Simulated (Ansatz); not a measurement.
RbCl: do energies and stresses tell the same story?

Method: DFT PBE, scalar-relativistic, plane waves, PAW (Ansatz 0.2.0).

Cutoff 420 eV; k points 6×6×6 on the computed 2-atom cell (Γ-centred); Gaussian smearing, width 0.02 eV; no spin polarisation.

Relaxed cell: Fm-3m, a = 6.698 Å, b = 6.698 Å, c = 6.698 Å, α = 90.00°, β = 90.00°, γ = 90.00°, 2 atoms in the primitive cell.

Energies at zero smearing and pressures from the stress tensor, at volumes with shape and atoms relaxed:
```json
{"V (Å³/atom)": "33.058", "E − E(first) (meV/atom)": "0.00", "P (GPa)": "2.502"}
{"V (Å³/atom)": "34.185", "E − E(first) (meV/atom)": "-14.69", "P (GPa)": "1.699"}
{"V (Å³/atom)": "35.312", "E − E(first) (meV/atom)": "-24.22", "P (GPa)": "1.030"}
{"V (Å³/atom)": "36.439", "E − E(first) (meV/atom)": "-29.45", "P (GPa)": "0.472"}
{"V (Å³/atom)": "37.566", "E − E(first) (meV/atom)": "-31.07", "P (GPa)": "0.005"}
{"V (Å³/atom)": "38.693", "E − E(first) (meV/atom)": "-29.70", "P (GPa)": "-0.385"}
{"V (Å³/atom)": "39.820", "E − E(first) (meV/atom)": "-25.81", "P (GPa)": "-0.712"}
{"V (Å³/atom)": "41.323", "E − E(first) (meV/atom)": "-17.41", "P (GPa)": "-1.065"}
```

Task: Check P = −dE/dV between neighbouring volumes, and get the bulk modulus from the pressures alone.

Result: With 1 eV/Å³ = 160.2 GPa:
```csv
middle V (Å³/atom),−ΔE/ΔV (GPa),mean P (GPa)
33.622,2.088,2.101
34.749,1.355,1.365
35.875,0.743,0.751
37.002,0.232,0.239
38.129,-0.196,-0.190
39.256,-0.553,-0.548
40.571,-0.896,-0.889
```

The two differ by 0.012 GPa at most. The mean of two end pressures misses the average over a step by about ΔV² P″/12, up to 0.012 GPa here; with that taken off 0.000 GPa remains. Around V = 37.566 Å³/atom, the two neighbours give B = −V ΔP/ΔV = 37.566 × 0.857 / 2.254 = 14.3 GPa, against B0 = 14.2 GPa from the Birch–Murnaghan fit of the energies.